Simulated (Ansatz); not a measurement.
# CuI (Marshite) (F-43m) in Ansatz: further runs

Aim: see how the results for CuI (Marshite) move with the level of theory and the settings. Levels: LDA, PBE. Tasks: Born charges and dielectric tensor, phonons.

Everything below comes from runs of Ansatz 0.2.0. Logs are shortened: lines on timing, memory, paths and dates and some standing lists are left out, and cuts for length are marked.

**Experimental background.**

From a printed reference work, data compilation, for a bulk crystal of CuI: high-frequency dielectric constant 4.84.

The results are compared with them further down.

## 1. The structure

Symmetry: F-43m, No. 216, cubic system. Conventional cell: a = 6.063 Å, b = 6.063 Å, c = 6.063 Å, α = 90.00°, β = 90.00°, γ = 90.00°. I (site symmetry -43m) is surrounded by 4 Cu at 2.63 Å. Cu (site symmetry -43m) has 4 I at 2.63 Å as nearest neighbours.

## 2. Born charges and dielectric tensor, LDA

Contents of input.yaml:

```yaml
crystal:
  lattice:
    - [0.0, 3.0315, 3.0315]
    - [3.0315, 0.0, 3.0315]
    - [3.0315, 3.0315, 0.0]
  atoms:
    - { symbol: I, position: [0.0, 0.0, 0.0] }
    - { symbol: Cu, position: [0.75, 0.75, 0.75] }
hamiltonian:
  xc: lda
  pseudopotentials: { kind: paw }
kpoints:
  mp_grid: { grid: [8, 8, 8] }
scf:
  occupations: { method: fixed }
output:
  eigenvalues: true
dielectric:
  method: response
```

Potentials or basis: Ansatz PAW.

On the command line:

```bash
$ ansatz run input.yaml --threads 2 --pin off --max-ram 5632MiB --backend cpu --events-out ev --progress --plain --runs-dir out
```

Log:

```text
Warning: RAYON_NUM_THREADS=2 ignored (pool sized by the plan → 2); use --threads N
Engine: ansatz 0.2.0, x86_64-unknown-linux-gnu
Pseudopotentials: kind: paw
Pseudopotential: I, paw, valence charge 17, recommended cutoff 420 eV (normal), I.paw.azcp
Pseudopotential: Cu, paw, valence charge 19, recommended cutoff 420 eV (normal), Cu.paw.azcp
Functional definition: SPW92
  exchange = slater_x
  correlation = pw_c
Crystal: 2 atoms, lattice volume = 55.719 Å³
Basis set: ecut = 420 eV, 1067 PW (Γ), exchange–correlation on 60×60×60 points (8 copies of the dense FFT grid, shifted against one another)
Bands: 22, of which v1, the nominal top of the filled ones, is band 18 counted from 1 (17 counted from 0)
Symmetry: 24 space group operations
k-points: 95 of 512 (irreducible under 4 space group operations, time reversal used)
Non-local potential: I, projectors of the file, l = 0: 2, l = 1: 2, l = 2: 2, l = 3: 2
Non-local potential: Cu, projectors of the file, l = 0: 3, l = 1: 2, l = 2: 3, l = 3: 1
PAW form: soft (Blöchl's): semilocal exchange-correlation on the pseudo side does not see the compensation charge
PAW frozen core: I, regenerated for the run's functional, and the local potential with it (the file was generated under x = pbe(κ = 0.804, μ = 0.2195149727645171), c = pbe(β = 0.06672455060314922))
PAW frozen core: Cu, regenerated for the run's functional, and the local potential with it (the file was generated under x = pbe(κ = 0.804, μ = 0.2195149727645171), c = pbe(β = 0.06672455060314922))
PAW one-centre angular grid: I, 590 points (default); XC on 64 Gauss nodes
PAW one-centre angular grid: Cu, 590 points (default); XC on 64 Gauss nodes
Initial density: superposition of atomic densities (neutral atoms: chi_scale 0, normalization atom), corrected by the library's trained network
Initial wavefunctions: pseudopotential atomic-orbital guess
Functional: x = slater, c = lda
SCF iter   1: F=—  HF=-13911.724517 eV  |F-HF|=—  |Δ(HF+E_count)|=         —  Δρ=1.04e-2  dr2=2.65e-2  ethr=1.77e-3  ⟨swp⟩=5.0  Hψ=8527  notcnv=0  defer=180
preconditioner: auto → none  [insulator: Δε(μ)=0.850 eV  Ē_g=8.860 eV  n_scr=14 (ndim 8)  ℏωp=21.1 eV  f_vac=0.179  ε∞_Penn≈6.7]
SCF iter   2: F=—  HF=-13911.728926 eV  |F-HF|=—  |Δ(HF+E_count)|=   4.41e-3  Δρ=1.08e-2  dr2=4.54e-2  ethr=7.36e-5  ⟨swp⟩=2.1  Hψ=4770  notcnv=0  defer=180
SCF iter   3: F=—  HF=-13911.717542 eV  |F-HF|=—  |Δ(HF+E_count)|=   1.14e-2  Δρ=3.13e-3  dr2=2.41e-3  ethr=7.36e-5  ⟨swp⟩=2.1  Hψ=3901  notcnv=0  defer=184
SCF iter   4: F=—  HF=-13911.717201 eV  |F-HF|=—  |Δ(HF+E_count)|=   3.41e-4  Δρ=6.53e-4  dr2=9.78e-5  ethr=6.70e-6  ⟨swp⟩=2.0  Hψ=3481  notcnv=0  defer=184
SCF iter   5: F=—  HF=-13911.717199 eV  |F-HF|=—  |Δ(HF+E_count)|=   1.74e-6  Δρ=7.83e-5  dr2=2.36e-6  ethr=2.72e-7  ⟨swp⟩=2.0  Hψ=2947  notcnv=0  defer=180
SCF iter   6: F=—  HF=-13911.717198 eV  |F-HF|=—  |Δ(HF+E_count)|=   1.68e-6  Δρ=3.98e-6  dr2=5.32e-9  ethr=6.55e-9  ⟨swp⟩=2.0  Hψ=2565  notcnv=0  defer=177
SCF iter   7: F=—  HF=-13911.717198 eV  |F-HF|=—  |Δ(HF+E_count)|=   2.28e-9  Δρ=8.81e-7  dr2=1.82e-10  ethr=1.48e-11  ⟨swp⟩=2.0  Hψ=3472  notcnv=0  defer=177
SCF iter   8: F=-13911.717198 eV  HF=-13911.717198 eV  |F-HF|=5.46e-12  |Δ(HF+E_count)|=  9.28e-11  Δρ=1.52e-7  dr2=9.70e-12  ethr=1.00e-12  ⟨swp⟩=6.4  Hψ=7737  notcnv=0
SCF 1 converged in 8 iterations: F = -13911.717198 eV  dr2 = 9.70e-12
DFPT response loops at Γ: preconditioner auto → none (the input reference at scf.mixing.eps_inf says where Resta's filter doesn't serve); β = 0.50; Broyden in place of MSR1
── the response to a field inside a basis, on 10×10×10 k-points: an SCF that follows is theirs, and a resumed run solves both again ──
Bands: 19, of which v1, the nominal top of the filled ones, is band 18 counted from 1 (17 counted from 0)
k-points: 110
Initial density: handed on by an earlier stage of this run
Initial wavefunctions: pseudopotential atomic-orbital guess (no wavefunctions were taken with the density)
Eigensolver: Dense (110 Hₖ)
SCF iter   1: F=—  HF=-13911.716699 eV  |F-HF|=—  |Δ(HF+E_count)|=         —  Δρ=1.11e-4  dr2=1.25e-6  ethr=1.00e-1
preconditioner: auto → none  [insulator: Δε(μ)=1.034 eV  Ē_g=6.831 eV  n_scr=14 (ndim 8)  ℏωp=21.1 eV  f_vac=0.173  ε∞_Penn≈10.5]
SCF iter   2: F=—  HF=-13911.716699 eV  |F-HF|=—  |Δ(HF+E_count)|=   3.15e-7  Δρ=1.17e-4  dr2=4.73e-6  ethr=3.47e-9
SCF iter   3: F=—  HF=-13911.716698 eV  |F-HF|=—  |Δ(HF+E_count)|=   4.30e-7  Δρ=6.63e-5  dr2=1.07e-6  ethr=3.47e-9
SCF iter   4: F=—  HF=-13911.716698 eV  |F-HF|=—  |Δ(HF+E_count)|=   2.58e-7  Δρ=2.59e-5  dr2=1.24e-7  ethr=2.98e-9
SCF iter   5: F=-13911.716698 eV  HF=-13911.716698 eV  |F-HF|=1.17e-8  |Δ(HF+E_count)|=   3.12e-8  Δρ=6.69e-6  dr2=8.03e-9  ethr=3.44e-10
SCF 1 converged in 5 iterations: F = -13911.716698 eV  dr2 = 8.03e-9
DFPT response loops at Γ: mixed as the last ones told, above
SCF converged after 8 iterations
Free energy (F): -13911.717198 eV
Harris-Foulkes:  -13911.717198 eV  (|F-HF|=5.46e-12)
Internal energy: -13911.717198 eV  (E = F + TS)
E sigma→0 (E₀):  -13911.717198 eV
Fermi energy:    7.772712 eV
--- Per-component energies (eV) ---
  E_band       = -876.565107
  E_kinetic    = 490.758430
  E_local      = -7630.518729  (includes V_loc(G=0)·N_el)
  E_nonlocal   = 322.282619
  E_hartree    = 3538.364706
  E_xc         = -214.021496
  E_vxc        = -241.156892  (∫ρ·V_xc dr)
  E_paw        = -6265.682450  (= ΣΔE_a)
  E_vpaw       = -894.660605  (= ΣTr[D̂ρ^β])
  E_aug_tail   = 0.000299  (compensation charges beyond the density's cutoff)
  E_ewald      = -4154.131452
  E_core_change = 1.230875  (= ΣΔE_core)
  E_smearing   = -0.000000  (= −TS)
  E_closure    = -0.000000  (closes the sum)
  Σ components = -13911.717198   (vs F -13911.717198, Δ=0.00e0)
--- Band table (eV; the first three rows and the last of 95) ---
  k-point 0: bands = ["-102.9214", "-60.7749", "-60.7749", "-60.7749", "-37.8301", "-37.8301", "-37.8301", "-37.8248", "-37.8248", "-6.2764", "4.1347", "4.1347", "4.1347", "5.8650", "5.8650", "7.7727", "7.7727", "7.7727", "8.7105", "12.6457", "12.6457", "12.6457"]
  k-point 1: bands = ["-102.9214", "-60.7749", "-60.7749", "-60.7749", "-37.8301", "-37.8301", "-37.8301", "-37.8248", "-37.8248", "-6.2042", "3.8371", "4.1416", "4.1416", "5.8588", "5.8588", "7.1112", "7.6546", "7.6546", "9.4465", "12.5130", "12.8640", "12.8640"]
  k-point 2: bands = ["-102.9214", "-60.7749", "-60.7749", "-60.7749", "-37.8301", "-37.8300", "-37.8300", "-37.8247", "-37.8247", "-6.0193", "3.1350", "4.1549", "4.1549", "5.8557", "5.8557", "6.4486", "7.3947", "7.3947", "9.9088", "13.1467", "13.2007", "13.2007"]
  k-point 94: bands = ["-102.9214", "-60.7749", "-60.7749", "-60.7749", "-37.8301", "-37.8299", "-37.8295", "-37.8248", "-37.8246", "-5.5369", "2.6736", "3.2605", "3.9585", "5.8028", "5.8179", "5.9466", "6.1155", "6.4701", "12.2280", "12.3594", "13.7111", "14.0810"]
--- Dielectric response (ions clamped): 3 representative field directions + reference, inside a basis on a mesh of 1000 k-points (Σ response iterations 15) ---
  ε∞ (high-frequency dielectric tensor):
        6.681161    -0.000000    -0.000000
       -0.000000     6.681161     0.000000
       -0.000000     0.000000     6.681161
  Born effective charges Z* (e; rows j = field, columns β = displacement):
    site 0:
        -1.12775   -0.00000    0.00000
         0.00000   -1.12775   -0.00000
         0.00000   -0.00000   -1.12775
    site 1:
         1.12775    0.00000   -0.00000
        -0.00000    1.12775    0.00000
        -0.00000    0.00000    1.12775
  Z* charge neutrality: 6.302e-5 e pre-enforcement
  solved inside a basis spanned on kpoints, on 10×10×10 k-points transformed towards the longest dipole: ε∞ is read to err by 1.7e-2, Z* by 2.0e-2 e (field_mesh: kpoints solves on kpoints); Z* is corrected for what the basis lacks
```

Wall time 99 s (2 threads of Intel Xeon at 2.50GHz (Skylake/Cascade Lake), shared host); peak memory 0.73 GiB.

What came out:

```
Free energy                             : -13911.7172 eV
Band gap on the k mesh                  : 0.94 eV, direct
Electronic dielectric tensor (diagonal) : 6.68
Born charges (mean of the diagonal)     : I -1.13; Cu +1.13 e
```

Electronic dielectric tensor:
```
6.68 0.00 0.00
0.00 6.68 0.00
0.00 0.00 6.68
```

Born effective charge tensors (e):
atom 1, I
```
-1.13  0.00  0.00
 0.00 -1.13  0.00
 0.00  0.00 -1.13
```
atom 2, Cu
```
1.13 0.00 0.00
0.00 1.13 0.00
0.00 0.00 1.13
```

Caveat: spin-orbit coupling is left out, which moves the levels of the heavy elements; the PAW data sets come from PBE, with cores solved anew for the run's functional, which leaves a small shift of forces and pressure.

## 3. Phonons, PBE

Contents of input.yaml:

```yaml
crystal:
  lattice:
    - [0.0, 3.0315, 3.0315]
    - [3.0315, 0.0, 3.0315]
    - [3.0315, 3.0315, 0.0]
  atoms:
    - { symbol: I, position: [0.0, 0.0, 0.0] }
    - { symbol: Cu, position: [0.75, 0.75, 0.75] }
hamiltonian:
  xc: pbe
  pseudopotentials: { kind: paw }
kpoints:
  mp_grid: { grid: [6, 6, 6] }
scf:
  occupations: { method: fixed }
phonons:
  method: dfpt
  dielectric: true
  rigid_motions: translations
  qmesh: [2, 2, 2]
  temperatures: { t_max: 1000, t_step: 100 }
  qpath:
    path:
      - [[0.0, 0.0, 0.0], [0.5, 0.0, 0.5], [0.5, 0.25, 0.75], [0.375, 0.375, 0.75], [0.0, 0.0, 0.0], [0.5, 0.5, 0.5], [0.625, 0.25, 0.625], [0.5, 0.25, 0.75], [0.5, 0.5, 0.5], [0.375, 0.375, 0.75]]
      - [[0.625, 0.25, 0.625], [0.5, 0.0, 0.5]]
    npoints: 8
```

Potentials or basis: Ansatz PAW.

On the command line:

```bash
$ ansatz run input.yaml --threads 2 --pin off --max-ram 5632MiB --backend cpu --events-out ev --progress --plain --runs-dir out
```

Log:

```text
Warning: phonons: the dynamical matrix that this run interpolates holds no multipole term above the dipole-dipole one, and a site of this crystal is no centre of inversion, so its interpolated transverse optical and acoustic branches and sound speeds can stay off near Gamma, and the density of states and the thermodynamics with them. What a run solves at a wave vector of phonons.qpoints, Gamma apart, where the deck admits one, is free of this, and under fd what a larger phonons.supercell samples
Warning: RAYON_NUM_THREADS=2 ignored (pool sized by the plan → 2); use --threads N
[... 4 set-up lines as earlier in the session ...]
Functional definition: PBE
  parameter kappa = 0.804
  parameter beta = 0.06672455060314922
  exchange = pbe_x(kappa = kappa, mu = beta*pi^2/3)
  correlation = pbe_c(beta = beta)
Crystal: 2 atoms, lattice volume = 55.719 Å³
Basis set: ecut = 420 eV, 1067 PW (Γ), exchange–correlation on 60×60×60 points (8 copies of the dense FFT grid, shifted against one another)
Bands: 22, of which v1, the nominal top of the filled ones, is band 18 counted from 1 (17 counted from 0)
[... 1 set-up line as earlier in the session ...]
k-points: 46 of 216 (irreducible under 4 space group operations, time reversal used)
[... 5 set-up lines as earlier in the session ...]
[... 86 lines left out ...]
         1.10041    0.00000   -0.00000
        -0.00000    1.10041    0.00000
         0.00000    0.00000    1.10041
  Z* charge neutrality: 8.271e-5 e pre-enforcement
  solved inside a basis spanned on kpoints, on 6×6×6 k-points, its susceptibility summed on 12×12×12: ε∞ is read to err by 1.8e-2, Z* by 2.0e-2 e (field_mesh: kpoints solves on kpoints); Z* is corrected for what the basis lacks
  optical modes at Γ without the LO–TO term, one row a degenerate level:
      ω (cm⁻¹)  modes    IR ((D/Å)²/amu)
        125.35      3             1.9793
  optical modes at Γ + LO–TO along q̂ = [1.0000, 0.0000, 0.0000]:
      ω (cm⁻¹)  modes    IR ((D/Å)²/amu)
        125.35      2             1.3195
        140.25      1             0.6598
  optical modes at Γ + LO–TO along q̂ = [0.0000, 1.0000, 0.0000]:
      ω (cm⁻¹)  modes    IR ((D/Å)²/amu)
        125.35      2             1.3195
        140.25      1             0.6598
  optical modes at Γ + LO–TO along q̂ = [0.0000, 0.0000, 1.0000]:
      ω (cm⁻¹)  modes    IR ((D/Å)²/amu)
        125.35      2             1.3195
        140.25      1             0.6598
--- Phonons (arbitrary-q DFPT): 3 irreducible q on the 2×2×2 mesh ---
  q = [0.0000, 0.0000, 0.0000] (star 1, of the zone-centre solve; hermiticity 8.63e-6, symmetrization 1.01e-12): -0.00 0.00 0.00 125.35 125.35 125.35
  q = [0.0000, 0.0000, -0.5000] (star 4, 2 solved perturbations on 68 of 216 k-point pairs; hermiticity 2.67e-6, symmetrization 1.65e-12): 36.49 36.49 105.11 130.41 130.41 136.82
  q = [0.0000, -0.5000, -0.5000] (star 3, 4 solved perturbations in 152 linear systems a pass and spin channel, the states on 46 of 216 k-point pairs; hermiticity 4.12e-6, symmetrization 9.91e-13): 48.80 48.80 120.39 124.67 135.99 135.99
  sum rule: each row above includes the acoustic sum rule's correction from the zone centre's row sums; it moved no ω² by more than (1.14 cm⁻¹)²
  mesh force constants: q→R imaginary residual 3.57e-17; ASR residual 3.050e-4 → 0.000e0 eV/Å²; symmetrization residual 3.553e-15 eV/Å²
  interpolated dispersion: 83 rows × 6 modes
  density of states and harmonic sums: on the 18×18×18 q-mesh, interpolated from the force constants of a 2×2×2 supercell (with the dipole–dipole term)
  largest difference from the sums on the solved wave vectors: F 8.32e-2 eV, S 1.16e-4 and C_V 3.23e-5 eV/K
  zero-point energy: 0.036199 eV/cell   skipped modes (ω ≤ 0): 3   left out of the sums: 8.57e-5 of the cell's modes: C_V's classical limit lies that fraction below 3 k_B per atom; for a crystal, a wire or a layer, F and S can be off by more, and a phonons.interpolated_qmesh denser along its periods is the remedy for the sampling
```

optical_modes.tsv:

```text
# format = ansatz-optical-modes/1
# cell_volume_ang3 = 5.571892301174999e1
# eps_inf = 6.382689432861042e0 -6.476300976980079e-17 -3.1947824015906193e-17 -6.476300976980079e-17 6.382689432861042e0 4.163336342344337e-17 -3.1947824015906193e-17 4.163336342344337e-17 6.382689432861042e0
[... 8 lines left out ...]
0e0	1e0	0e0	1.4025076063770993e2	1	6.597665299602742e-1	5.053454726373724e-37	1.2021488157245398e-19	2.1478141418670592e-36	2.8597501182818306e-2	5.10936055994846e-19	9.128617624550128e-36
0e0	0e0	1e0	1.2535342644207611e2	2	1.3195330599205484e0	2.8597501182818306e-2	-6.011294395473063e-20	1.4814071014416114e-19	2.8597501182818306e-2	1.6250485781973165e-17	9.235080790163174e-33
0e0	0e0	1e0	1.4025076063770993e2	1	6.597665299602742e-1	2.1173680425487112e-39	3.4188688165323786e-36	-7.781480264143092e-21	5.520374233374973e-33	-1.2564589474731774e-17	2.8597501182818306e-2
```

Run time: 2.5 min. Hardware: 2 threads of Intel Xeon at 2.50GHz (Skylake/Cascade Lake), shared host; peak memory 0.61 GiB.

Results:

```yaml
Free_energy: -14138.3636 eV
Band_gap_on_the_k_mesh: 1.12 eV, direct
Electronic_dielectric_tensor_diagonal: 6.38
Born_charges_mean_of_the_diagonal: I -1.10; Cu +1.10 e
Highest_phonon_frequency_LO-TO_splitting_left_out: 137 cm⁻¹
Static_dielectric_tensor_diagonal: 7.99
```

Phonon frequencies in cm⁻¹ (negative: imaginary):
```tsv
q point	frequencies
(0.000, 0.000, 0.000)	0 0 0 125 125 125
(0.000, 0.000, -0.500)	36 36 105 130 130 137
(0.000, -0.500, -0.500)	49 49 120 125 136 136
```

Electronic dielectric tensor:
```
6.38 0.00 0.00
0.00 6.38 0.00
0.00 0.00 6.38
```

Born effective charge tensors (e):
atom 1, I
```
-1.10  0.00  0.00
 0.00 -1.10  0.00
 0.00  0.00 -1.10
```
atom 2, Cu
```
1.10 0.00 0.00
0.00 1.10 0.00
0.00 0.00 1.10
```

Static dielectric tensor, electrons and zone-centre modes:
```
7.99 0.00 0.00
0.00 7.99 0.00
0.00 0.00 7.99
```

Caveat: spin-orbit coupling is left out, which moves the levels of the heavy elements; the q mesh is small, so phonon branches between its points and thermal values are rough.

## 4. How close it comes

Step 2. Measured high-frequency dielectric constant of CuI: 4.84 (a printed reference work, data compilation). This calculation gives 6.68 (+38.0 %). So large a miss can be the level of theory's own, or it may mean another phase, state or a wrong row.

Step 3. A measured high-frequency dielectric constant of CuI is 4.84 (a printed reference work, data compilation); the calculated 6.38 misses it by +31.9 %. So large a miss can be the level of theory's own, or it may mean another phase, state or a wrong row.
